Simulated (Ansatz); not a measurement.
# NiO (Fm-3m) in Ansatz: notebook

Aim: see how the results for NiO move with the level of theory and the settings. Levels: HSEsol, r2SCAN50, HF. Tasks: band structure.

Everything below comes from runs of Ansatz 0.2.0. Logs are shortened: lines on timing, memory, paths and dates and some standing lists are left out, and cuts for length are marked.

## 1. Starting point

Symmetry: Fm-3m, No. 225, cubic system. The conventional cell has a = 4.172 Å, b = 4.172 Å, c = 4.172 Å, α = 90.00°, β = 90.00°, γ = 90.00°. Ni (site symmetry m-3m) has 6 O at 2.09 Å as nearest neighbours. O (site symmetry m-3m) is surrounded by 6 Ni at 2.09 Å.

## 2. Band structure, HSEsol, collinear spin, ferromagnetic start

Contents of input.yaml:

```yaml
crystal:
  lattice:
    - [0.0, 2.0859016414, 2.0859016414]
    - [2.0859016414, 0.0, 2.0859016414]
    - [2.0859016414, 2.0859016414, 0.0]
  atoms:
    - { symbol: Ni, position: [0.0, 0.0, 0.0], spin: 1.0 }
    - { symbol: O, position: [0.5, 0.5, 0.5] }
hamiltonian:
  xc:
    exchange: hjs_pbesol
    correlation: pbesol
    exx: { coeff: 0.25, omega: 0.207 }
  pseudopotentials: { kind: paw }
magnetization:
  spin_polarized: true
kpoints:
  mp_grid: { grid: [6, 6, 6] }
  band_path:
    path:
      - [[0.0, 0.0, 0.0], [0.5, 0.0, 0.5], [0.5, 0.25, 0.75], [0.375, 0.375, 0.75], [0.0, 0.0, 0.0], [0.5, 0.5, 0.5], [0.625, 0.25, 0.625], [0.5, 0.25, 0.75], [0.5, 0.5, 0.5], [0.375, 0.375, 0.75]]
      - [[0.625, 0.25, 0.625], [0.5, 0.0, 0.5]]
    npoints: 4
scf:
  occupations: { method: fermi_dirac, width: 0.05 }
  n_extra_bands: 6
output:
  forces: true
  stress: true
  eigenvalues: true
  fatbands: false
```

Potentials or basis: Ansatz PAW.

Started as:

```console
$ ansatz run input.yaml --threads 2 --pin off --max-ram 5632MiB --backend cpu --events-out ev --progress --plain --runs-dir out
```

Log:

```text
[... 2 lines left out ...]
Warning: RAYON_NUM_THREADS=2 ignored (pool sized by the plan → 2); use --threads N
scf.n_extra_bands = 6 over 12 filled bands (N_el = 24.0): the run solves 18 bands
Engine: ansatz 0.2.0, aarch64-unknown-linux-gnu
Pseudopotentials: kind: paw
Pseudopotential: Ni, paw, valence charge 18, recommended cutoff 420 eV (normal), Ni.paw.azcp
Pseudopotential: O, paw, valence charge 6, recommended cutoff 420 eV (normal), O.paw.azcp
Functional definition: unnamed
  parameter a_1 = 0.25
  parameter omega_1 = 0.207/angstrom
  exchange = pbe_x(mu = 0.12345679012345678) + (-a_1)*hjs_pbesol_x_sr(omega_1) + a_1*exact_x_sr(omega_1)
  correlation = pbe_c(beta = 0.046)
Crystal: 2 atoms, lattice volume = 18.151 Å³
Basis set: ecut = 420 eV, 339 PW (Γ), exchange–correlation on 40×40×40 points (8 copies of the dense FFT grid, shifted against one another)
Bands: 18, of which v1, the nominal top of the filled ones, is band 12 counted from 1 (11 counted from 0)
Symmetry: 48 space group operations
Space group: Fm-3m (ITA 225), of the structure as read, at distance tolerance 2.6e-5 Å
Magnetic group: BNS 225.116 (UNI 1618), of the structure as read, at distance tolerance 2.6e-5 Å
k-points: 16 of 216
Non-local potential: Ni, projectors of the file, l = 0: 3, l = 1: 2, l = 2: 3, l = 3: 1
Non-local potential: O, projectors of the file, l = 0: 2, l = 1: 2, l = 2: 1
PAW form: soft (Blöchl's): semilocal exchange-correlation on the pseudo side does not see the compensation charge
PAW frozen core: Ni, regenerated for the run's functional, and the local potential with it (the file was generated under x = pbe(κ = 0.804, μ = 0.2195149727645171), c = pbe(β = 0.06672455060314922))
PAW frozen core: O, regenerated for the run's functional, and the local potential with it (the file was generated under x = pbe(κ = 0.804, μ = 0.2195149727645171), c = pbe(β = 0.06672455060314922))
PAW one-centre angular grid: Ni, 590 points (default); XC on 64 Gauss nodes
PAW one-centre angular grid: O, 110 points (default); XC on 64 Gauss nodes
Initial density: superposition of atomic densities (chi_scale 0.1, normalization cell, long waves kept (reshape's long-wave potential 0.00 eV rms))
Starting moments: Σ|m| = 1 μB on 1 of 2 sites
Initial wavefunctions: pseudopotential atomic-orbital guess
Functional: x = pbesol(κ = 0.804, μ = 0.12345679012345678), c = pbesol(β = 0.046), warm-up for x = hjs_pbesol + 0.25 (exact − hjs_pbesol) at short range (ω = 0.207 Å⁻¹), c = pbesol(β = 0.046)
SCF iter   1: F=—  HF=-6368.014873 eV  |F-HF|=—  |Δ(HF+E_count)|=         —  Δρ=3.05e-1 (↑1.50e-1 ↓3.05e-1)  dr2=2.84e1  dr2_m=1.32e0  M=0.200 μB ∫|m|=0.205 μB  β_m=0.30  ethr=1.00e-1  ⟨swp⟩=5.7  Hψ=1732  notcnv=0
preconditioner: auto → none  [metal: Δε(μ)=0.084 eV  Ē_g=17.253 eV  σ=0.050 eV  W_gap=0.36  n_scr=8 (ndim 8)  ℏωp=34.9 eV  f_vac=0.000  D(μ)=1.58/eV (n_scr^D=14)  sad-step TF]
iter 2 solved again at ethr=1.37e-3 eV; its pass at ethr=1.00e-1 eV (dr2=3.29e-1 eV) is discarded
SCF iter   2: F=—  HF=-6364.518411 eV  |F-HF|=—  |Δ(HF+E_count)|=    3.50e0  Δρ=7.18e-2 (↑7.18e-2 ↓5.31e-2)  dr2=3.54e-1  dr2_m=2.59e-1  M=0.368 μB ∫|m|=0.371 μB  β_m=0.30  ethr=1.37e-3  ⟨swp⟩=3.2  Hψ=2509  notcnv=0  defer=1
SCF iter   3: F=—  HF=-6364.290811 eV  |F-HF|=—  |Δ(HF+E_count)|=   2.28e-1  Δρ=5.07e-2 (↑4.10e-2 ↓5.07e-2)  dr2=1.87e-1  dr2_m=2.30e-1  M=0.275 μB ∫|m|=0.280 μB  β_m=0.30  ethr=1.37e-3  ⟨swp⟩=3.0  Hψ=1325  notcnv=0  defer=1
SCF iter   4: F=—  HF=-6364.231531 eV  |F-HF|=—  |Δ(HF+E_count)|=   5.93e-2  Δρ=2.60e-2 (↑2.57e-2 ↓2.60e-2)  dr2=9.94e-4  dr2_m=1.11e-1  M=0.281 μB ∫|m|=0.285 μB  β_m=1.00  ethr=7.81e-4  ⟨swp⟩=3.0  Hψ=1449  notcnv=0
[... 95 lines left out ...]
SCF iter   8: F=—  HF=-6375.788628 eV  |F-HF|=—  |Δ(HF+E_count)|=   2.51e-8  Δρ=3.10e-6 (↑3.10e-6 ↓1.29e-6)  dr2=1.74e-8  dr2_m=7.59e-10  M=2.000 μB ∫|m|=2.032 μB  β_m=0.92  ethr=2.53e-11  ⟨swp⟩=3.7  Hψ=1241  notcnv=0
Mixer restart at iter 8: flushing history
SCF iter   9: F=—  HF=-6375.788628 eV  |F-HF|=—  |Δ(HF+E_count)|=   7.88e-8  Δρ=1.01e-5 (↑6.55e-6 ↓1.01e-5)  dr2=5.08e-9  dr2_m=1.12e-8  M=2.000 μB ∫|m|=2.032 μB  β_m=0.92  ethr=1.17e-12 (applied; sched 1.00e-12)  ⟨swp⟩=4.8  Hψ=1656  notcnv=0
SCF iter  10: F=—  HF=-6375.788628 eV  |F-HF|=—  |Δ(HF+E_count)|=   1.19e-8  Δρ=6.75e-6 (↑6.75e-6 ↓2.86e-6)  dr2=9.06e-9  dr2_m=1.38e-9  M=2.000 μB ∫|m|=2.032 μB  β_m=0.90  ethr=1.25e-12 (applied; sched 1.00e-12)  ⟨swp⟩=4.3  Hψ=1665  notcnv=0
SCF iter  11: F=—  HF=-6375.788628 eV  |F-HF|=—  |Δ(HF+E_count)|=   5.29e-9  Δρ=9.41e-6 (↑3.88e-6 ↓9.41e-6)  dr2=2.22e-8  dr2_m=1.69e-9  M=2.000 μB ∫|m|=2.032 μB  β_m=0.68  ethr=1.23e-12 (applied; sched 1.00e-12)  ⟨swp⟩=4.6  Hψ=1730  notcnv=0
SCF iter  12: F=-6375.788628 eV  HF=-6375.788628 eV  |F-HF|=2.73e-12  |Δ(HF+E_count)|=   6.92e-9  Δρ=3.43e-7 (↑2.67e-7 ↓3.43e-7)  dr2=6.98e-12  dr2_m=1.45e-11  M=2.000 μB ∫|m|=2.032 μB  ethr=1.21e-12 (applied; sched 1.00e-12)  ⟨swp⟩=4.1  Hψ=1623  notcnv=0
SCF 5 converged in 12 iterations: F = -6375.788628 eV  dr2 = 6.98e-12
  Residual-converged pass: ⟨swp⟩=1.5  Hψ=599  notcnv=0  max |occ|·‖R‖ = 1.4e-6 eV (tolerance 1.4e-6 eV)  dr2=6.98e-12  dr2_m=1.45e-11  dr2_onsite=6.22e-12  max |Δocc| = 1.3e-22
hybrid outer 4: dexx = +2.840e-5 eV, tail = 2.32e-6 eV, magnetization grown 1.0302 times (not accepted), Δε = 3.54e-2 eV (about 4.12e-3 eV left of the loop's levels)
Exchange kernel: α = 0.2500, screened, ω = 0.2070 Å⁻¹, Wigner–Seitz truncation, v(0) = 1046.1580 eV·Å³, q-mesh 6×6×6, nearest image of the exchange supercell L = 17.70 Å, pair-density grid 12×12×12, without the augmentation charges, whose exchange is taken in its separable form by FFT convolution over the k-point mesh (sized by the pseudopotential files, 18×18×18 at the most), smooth part of the exact exchange by density-matrix convolution
Frozen-core exchange: fock
[... 3 lines left out ...]
SCF 6 converged in 2 iterations: F = -6375.788629 eV  dr2 = 1.41e-10
  Residual-converged pass: ⟨swp⟩=2.1  Hψ=837  notcnv=0  max |occ|·‖R‖ = 1.4e-6 eV (tolerance 1.4e-6 eV)  dr2=1.42e-10  dr2_m=3.06e-10  dr2_onsite=6.63e-11  max |Δocc| = 9.5e-23
hybrid outer 5: dexx = +8.520e-10 eV, tail = 3.14e-9 eV, Δε = 1.65e-4 eV (about 1.09e-4 eV left of the loop's levels), ΔF = 1.31e-29 eV/Å (tail 8.68e-30)
NSCF: frozen V_eff on 42 k-points
this state was not tested for a lower state beside it, because the functional holds exact exchange (a hybrid, or Hartree-Fock), whose exchange loop this test does not read (fock_operator); the stability check (scf.self_checks: high) cannot read this state: a pseudopotential is PAW: the check reads norm-conserving sets alone
hybrid SCF converged: 5 outer / 60 inner (+15 warm-up), last move |dexx| = 8.52e-10 eV, tail = 3.14e-9 eV
Magnetization: 2.0000 μB (13.0000 up, 11.0000 down)
Absolute magnetization: 2.0307 μB (∫|ρ↑−ρ↓|, with the PAW one-centre terms)
Spin contamination: 0.0033 ħ² per cell (⟨S²⟩ above its minimum at these occupations)
Per-site moments (μB) at R_I (Å): [(1.7172491953073885, 0.8604344270775), (0.24951722193357856, 0.8604344270775)]
Free energy (F): -6375.788629 eV
Frozen-core exchange: fock
Harris-Foulkes:  -6375.788629 eV  (|F-HF|=2.16e-10)
Internal energy: -6375.788629 eV  (E = F + TS)
E sigma→0 (E₀):  -6375.788629 eV
Fermi energy:    14.328612 eV
--- Per-component energies (eV) ---
  E_band       = -406.474774
  E_kinetic    = 451.053374
  E_local      = -3989.439760  (includes V_loc(G=0)·N_el)
  E_nonlocal   = 695.719182
  E_hartree    = 1640.505914
  E_xc         = -124.445885
  E_vxc        = -158.734473  (∫ρ·V_xc dr)
  E_exx        = -117.059041  (= α·E_x^exact, valence–valence)
  E_paw        = -1677.249965  (= ΣΔE_a)
  E_vpaw       = -451.970455  (= ΣTr[D̂ρ^β])
  E_aug_tail   = 0.003161  (compensation charges beyond the density's cutoff)
  E_ewald      = -3254.798910
  E_core_change = -0.076700  (= ΣΔE_core)
  E_smearing   = -0.000000  (= −TS)
  E_closure    = -0.000000  (closes the sum)
  Σ components = -6375.788629   (vs F -6375.788629, Δ=0.00e0)
--- Forces (eV/Å), atoms counted from 1 ---
  atom   1  Ni    -0.00000000     0.00000000     0.00000000
  atom   2  O      0.00000000     0.00000000     0.00000000
  max |Σ_I F_I| component: 1.73e-29 eV/Å
--- Stress (GPa, compression-positive) ---
       -3.849579      -0.000000       0.000000
       -0.000000      -3.849579      -0.000000
        0.000000      -0.000000      -3.849579
  P = ⅓ Tr σ = -3.8496 GPa (-38.496 kbar)
--- Band table (eV; the first three rows and the last of 32) ---
  k-point 0 ↑: bands = ["-97.2454", "-56.2190", "-56.2190", "-56.2190", "-8.5123", "7.9092", "7.9092", "8.7902", "8.7902", "8.7902", "10.4273", "10.4273", "10.4273", "16.4061", "32.6732", "33.8471", "33.8471", "33.8471"]
  k-point 1 ↑: bands = ["-97.2447", "-56.2272", "-56.2201", "-56.2201", "-8.1788", "7.2275", "7.2275", "7.7280", "8.8867", "8.8867", "9.9195", "11.2762", "11.2762", "18.0734", "28.9541", "32.7676", "32.7676", "35.3427"]
  k-point 2 ↑: bands = ["-97.2431", "-56.2435", "-56.2224", "-56.2224", "-7.4231", "5.4289", "6.3168", "6.3168", "9.2225", "9.2225", "10.1022", "12.4129", "12.4129", "20.0859", "26.0556", "30.1874", "30.1874", "35.8716"]
  k-point 15 ↓: bands = ["-94.4063", "-53.2013", "-53.1911", "-53.1848", "-6.1616", "6.8052", "7.7853", "8.5811", "10.7728", "11.1199", "11.1876", "16.7548", "17.3007", "23.4688", "26.3228", "26.4449", "30.2334", "35.2491"]
```

Run time: 2.2 min. Hardware: 2 threads of Arm Neoverse V2, shared host; peak memory 0.72 GiB.

Results:

| Item | Value |
| --- | --- |
| Free energy | -6375.7886 eV |
| Pressure | -3.8 GPa |
| Band gap on the k mesh | 2.82 eV, indirect (least direct gap 3.87 eV) |
| Band gap along the path | 2.82 eV, indirect (least direct gap 3.79 eV) |
| Net moment | 2.00 μB per cell |
| Absolute moment | 2.03 μB per cell |
| Site moments | Ni +1.72; O +0.25 μB |

Levels at the corners of the path, in eV from the valence-band top:
Spin up:
```
point  band 11  band 12  band 13  band 14  band 15  band 16
    Γ    -2.46    -2.46    -2.46     3.52    19.79    20.96
    X    -3.95    -3.14    -3.14     8.21    13.18    13.89
    W    -3.00    -3.00    -2.04    10.81    12.96    12.96
    K    -2.92    -2.82    -1.78     9.97    12.45    12.97
    Γ    -2.46    -2.46    -2.46     3.52    19.79    20.96
    L    -2.56     0.00     0.00     7.50    12.69    16.20
    U    -2.92    -2.82    -1.78     9.97    12.45    12.97
    W    -3.00    -3.00    -2.04    10.81    12.96    12.96
    L    -2.56     0.00     0.00     7.50    12.69    16.20
    K    -2.92    -2.82    -1.78     9.97    12.45    12.97
    U    -2.92    -2.82    -1.78     9.97    12.45    12.97
    X    -3.95    -3.14    -3.14     8.21    13.18    13.89
```
Spin down:
```
point  band 7  band 8  band 9  band 10  band 11  band 12  band 13  band 14  band 15  band 16
    Γ   -2.85   -2.85   -1.68    -1.68    -1.68     2.82     2.82     3.99    19.69    21.25
    X   -3.77   -3.28   -3.28    -1.77    -1.77     3.40     4.08     8.76    13.66    14.25
    W   -5.68   -4.59   -1.78    -1.78    -1.76     3.92     4.54    11.61    13.37    13.37
    K   -5.72   -3.69   -2.27    -1.90    -1.50     4.15     4.58    10.49    12.92    13.41
    Γ   -2.85   -2.85   -1.68    -1.68    -1.68     2.82     2.82     3.99    19.69    21.25
    L   -4.25   -4.25   -1.65    -1.65    -1.28     5.87     5.87     7.72    13.37    16.51
    U   -5.72   -3.69   -2.27    -1.90    -1.50     4.15     4.58    10.49    12.92    13.41
    W   -5.68   -4.59   -1.78    -1.78    -1.76     3.92     4.54    11.61    13.37    13.37
    L   -4.25   -4.25   -1.65    -1.65    -1.28     5.87     5.87     7.72    13.37    16.51
    K   -5.72   -3.69   -2.27    -1.90    -1.50     4.15     4.58    10.49    12.92    13.41
    U   -5.72   -3.69   -2.27    -1.90    -1.50     4.15     4.58    10.49    12.92    13.41
    X   -3.77   -3.28   -3.28    -1.77    -1.77     3.40     4.08     8.76    13.66    14.25
```

Caveat: the k mesh is coarse (spacing up to 0.43 Å⁻¹), so the values aren't converged, least of all with exact exchange; the magnetic or orbital state may not be the lowest; the pressure holds a Pulay correction of +0.8 GPa for the finite cutoff; a cell with one magnetic atom can't hold antiferromagnetic order, which such compounds often take; the PAW data sets come from PBE, with cores solved anew for the run's functional, which leaves a small shift of forces and pressure; the thresholds are loose for stress.

## 3. Band structure, r2SCAN50, collinear spin, ferromagnetic start

input.yaml: that of step 2 with these lines changed.

```diff
@@ -9,6 +9,3 @@
 hamiltonian:
-  xc:
-    exchange: hjs_pbesol
-    correlation: pbesol
-    exx: { coeff: 0.25, omega: 0.207 }
+  xc: r2scan50
   pseudopotentials: { kind: paw }
```

Potentials or basis: Ansatz PAW.

Started as:

```console
$ ansatz run input.yaml --threads 2 --pin off --max-ram 5632MiB --backend cpu --events-out ev --progress --plain --runs-dir out
```

It took 4.4 min on 2 threads of Arm Neoverse V1, shared host; peak memory 0.89 GiB.

Results (log left out):

| Item | Value |
| --- | --- |
| Free energy | -6410.0129 eV |
| Pressure | -1.9 GPa |
| Band gap on the k mesh | 7.56 eV, indirect (least direct gap 8.73 eV) |
| Band gap along the path | 7.56 eV, indirect (least direct gap 8.73 eV) |
| Net moment | 2.00 μB per cell |
| Absolute moment | 2.05 μB per cell |
| Site moments | Ni +1.81; O +0.17 μB |

Levels at the corners of the path, in eV from the valence-band top:
Spin up:
```
point  band 11  band 12  band 13  band 14  band 15  band 16
    Γ    -1.94    -1.94    -1.94     7.56    24.00    25.29
    X    -4.42    -3.58    -3.58    12.58    17.75    17.88
    W    -3.65    -3.65    -2.29    15.38    17.35    17.35
    K    -3.75    -3.42    -1.88    14.39    16.73    17.52
    Γ    -1.94    -1.94    -1.94     7.56    24.00    25.29
    L    -3.39     0.00     0.00    11.54    17.51    20.66
    U    -3.75    -3.42    -1.88    14.39    16.73    17.52
    W    -3.65    -3.65    -2.29    15.38    17.35    17.35
    L    -3.39     0.00     0.00    11.54    17.51    20.66
    K    -3.75    -3.42    -1.88    14.39    16.73    17.52
    U    -3.75    -3.42    -1.88    14.39    16.73    17.52
    X    -4.42    -3.58    -3.58    12.58    17.75    17.88
```
Spin down:
```
point  band 7  band 8  band 9  band 10  band 11  band 12  band 13  band 14  band 15  band 16
    Γ   -3.92   -3.92   -1.17    -1.17    -1.17     8.12     9.19     9.19    23.99    25.59
    X   -4.73   -2.92   -2.92    -2.92    -2.92     9.97    10.67    13.26    18.14    18.45
    W   -5.81   -4.08   -2.92    -2.48    -2.48    10.54    10.94    16.46    17.83    17.83
    K   -5.87   -3.14   -3.04    -2.83    -2.42    10.73    11.08    14.95    17.34    18.04
    Γ   -3.92   -3.92   -1.17    -1.17    -1.17     8.12     9.19     9.19    23.99    25.59
    L   -4.24   -4.24   -2.06    -1.99    -1.99    11.85    12.35    12.35    18.28    21.02
    U   -5.87   -3.14   -3.04    -2.83    -2.42    10.73    11.08    14.95    17.34    18.04
    W   -5.81   -4.08   -2.92    -2.48    -2.48    10.54    10.94    16.46    17.83    17.83
    L   -4.24   -4.24   -2.06    -1.99    -1.99    11.85    12.35    12.35    18.28    21.02
    K   -5.87   -3.14   -3.04    -2.83    -2.42    10.73    11.08    14.95    17.34    18.04
    U   -5.87   -3.14   -3.04    -2.83    -2.42    10.73    11.08    14.95    17.34    18.04
    X   -4.73   -2.92   -2.92    -2.92    -2.92     9.97    10.67    13.26    18.14    18.45
```

Caveat: the k mesh is coarse (spacing up to 0.43 Å⁻¹), so the values aren't converged, least of all with exact exchange; the magnetic or orbital state may not be the lowest; the pressure holds a Pulay correction of +1.0 GPa for the finite cutoff; a cell with one magnetic atom can't hold antiferromagnetic order, which such compounds often take; the PAW data sets come from PBE, with cores solved anew for the run's functional, which leaves a small shift of forces and pressure; the thresholds are loose for stress.

## 4. Band structure, HF, collinear spin, ferromagnetic start

input.yaml: that of step 3 with these lines changed.

```diff
@@ -9,3 +9,3 @@
 hamiltonian:
-  xc: r2scan50
+  xc: hf
   pseudopotentials: { kind: paw }
@@ -28 +28,5 @@
   fatbands: false
+  write_density: true
+  write_potential: true
+  elf: true
+  volumetric_format: npy
```

Started as:

```console
$ ansatz run input.yaml --threads 2 --pin off --max-ram 5632MiB --backend cpu --events-out ev --progress --plain --runs-dir out
```

It took 3.5 min on 2 threads of Arm Neoverse V1, shared host; peak memory 0.71 GiB.

The run converged. Its results:

```yaml
Free_energy: -6363.4015 eV
Pressure: 14.1 GPa
Band_gap_on_the_k_mesh: 13.62 eV, indirect (least direct gap 14.40 eV)
Band_gap_along_the_path: 13.62 eV, indirect (least direct gap 14.40 eV)
Net_moment: 2.00 μB per cell
Absolute_moment: 2.08 μB per cell
Site_moments: Ni +1.87; O +0.13 μB
```

Levels at the corners of the path, in eV from the valence-band top:
Spin up:
| point | band 10 | band 11 | band 12 | band 13 | band 14 | band 15 | band 16 | band 17 |
| --- | --- | --- | --- | --- | --- | --- | --- | --- |
| Γ | -7.54 | -1.65 | -1.65 | -1.65 | 13.62 | 30.21 | 31.40 | 31.40 |
| X | -6.75 | -6.72 | -3.43 | -3.43 | 18.80 | 23.44 | 24.52 | 31.23 |
| W | -6.75 | -4.39 | -4.39 | -2.42 | 21.80 | 23.61 | 23.61 | 26.77 |
| K | -6.85 | -4.90 | -3.90 | -1.93 | 20.62 | 22.90 | 23.98 | 29.90 |
| Γ | -7.54 | -1.65 | -1.65 | -1.65 | 13.62 | 30.21 | 31.40 | 31.40 |
| L | -7.07 | -4.70 | 0.00 | 0.00 | 17.47 | 24.30 | 26.85 | 26.85 |
| U | -6.85 | -4.90 | -3.90 | -1.93 | 20.62 | 22.90 | 23.98 | 29.90 |
| W | -6.75 | -4.39 | -4.39 | -2.42 | 21.80 | 23.61 | 23.61 | 26.77 |
| L | -7.07 | -4.70 | 0.00 | 0.00 | 17.47 | 24.30 | 26.85 | 26.85 |
| K | -6.85 | -4.90 | -3.90 | -1.93 | 20.62 | 22.90 | 23.98 | 29.90 |
| U | -6.85 | -4.90 | -3.90 | -1.93 | 20.62 | 22.90 | 23.98 | 29.90 |
| X | -6.75 | -6.72 | -3.43 | -3.43 | 18.80 | 23.44 | 24.52 | 31.23 |
Spin down:
```
point  band 7  band 8  band 9  band 10  band 11  band 12  band 13  band 14  band 15  band 16
    Γ   -5.44   -5.44   -0.79    -0.79    -0.79    14.14    18.18    18.18    30.05    31.72
    X   -6.15   -4.47   -4.47    -2.70    -2.70    19.05    19.36    20.62    23.84    25.02
    W   -6.52   -4.47   -3.71    -3.16    -3.16    19.80    20.00    23.64    24.03    24.03
    K   -6.52   -4.59   -3.42    -3.31    -2.75    20.07    20.51    21.14    23.64    24.43
    Γ   -5.44   -5.44   -0.79    -0.79    -0.79    14.14    18.18    18.18    30.05    31.72
    L   -5.32   -5.32   -2.99    -1.85    -1.85    17.69    21.89    21.89    25.06    27.19
    U   -6.52   -4.59   -3.42    -3.31    -2.75    20.07    20.51    21.14    23.64    24.43
    W   -6.52   -4.47   -3.71    -3.16    -3.16    19.80    20.00    23.64    24.03    24.03
    L   -5.32   -5.32   -2.99    -1.85    -1.85    17.69    21.89    21.89    25.06    27.19
    K   -6.52   -4.59   -3.42    -3.31    -2.75    20.07    20.51    21.14    23.64    24.43
    U   -6.52   -4.59   -3.42    -3.31    -2.75    20.07    20.51    21.14    23.64    24.43
    X   -6.15   -4.47   -4.47    -2.70    -2.70    19.05    19.36    20.62    23.84    25.02
```

Caveat: the k mesh is coarse (spacing up to 0.43 Å⁻¹), so the values aren't converged, least of all with exact exchange; the magnetic or orbital state may not be the lowest; the pressure holds a Pulay correction of +2.6 GPa for the finite cutoff; a cell with one magnetic atom can't hold antiferromagnetic order, which such compounds often take; the PAW data sets come from PBE, with cores solved anew for the run's functional, which leaves a small shift of forces and pressure; the thresholds are loose for stress.

## 5. Summary

```tsv
level	cutoff (eV)	gap on the mesh (eV)	pressure (GPa)	moment (μB)
HSEsol	420	2.82	-3.8	2.00
r2SCAN50	500	7.56	-1.9	2.00
HF	420	13.62	14.1	2.00
```

Alike in all rows: task band structure; potentials or basis Ansatz PAW; spin collinear, ferromagnetic start; cell as given; k mesh 6 × 6 × 6; smearing fermi-dirac 0.05 eV; the mesh is coarse, so values aren't converged.

Caveats: all runs use coarse meshes; the magnetic or orbital state may not be the lowest; a cell with one magnetic atom can't hold antiferromagnetic order, which such compounds often take; the PAW data sets come from PBE, with cores solved anew for the run's functional, which leaves a small shift of forces and pressure; the thresholds are loose for stress.

Total energies depend on the potentials used, so only differences within one code and one set of settings carry meaning.
